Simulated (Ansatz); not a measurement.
## Structure optimisation: barium, beta-Sn type

Level of theory: DFT, revPBE, plane waves (420 eV) with PAW, scalar-relativistic in Ansatz 0.2.0. (PAW data from PBE, frozen cores regenerated.)

k-point mesh 8×8×6, Fermi-Dirac smearing 0.1 eV, no spin polarisation. Cell and atoms relax.

Starting structure:

```
Ba
1.0
    -3.91696    3.91696    2.13866
     3.91696   -3.91696    2.13866
     3.91696    3.91696   -2.13866
Ba
2
Direct
  0.00000 0.00000 0.00000
  0.75000 0.25000 0.50000
```

Task: What cell does the relaxation end in?

Result: I4_1/amd with a = 7.833 Å, c = 4.235 Å (c/a = 0.541); 64.96 Å³ per atom against 65.63 at the start (-1.0 %).

Task: How much energy does the relaxation gain?

Result: 0.4 meV per atom.

Path of the relaxation (the plane waves are chosen anew near the end, which can shift the energy a little):

```
step  E − E(final) (meV/atom)  V (Å³/atom)  P (GPa)  max force (eV/Å)
   0                     0.44       65.625    -0.08             0.000
   1                     0.23       65.465    -0.06             0.000
   2                    -0.01       64.963    -0.01             0.000
   3                     0.00       64.963    -0.01             0.000
```

The k-point mesh keeps fewer symmetry operations than the starting structure has, so the cell can leave it.
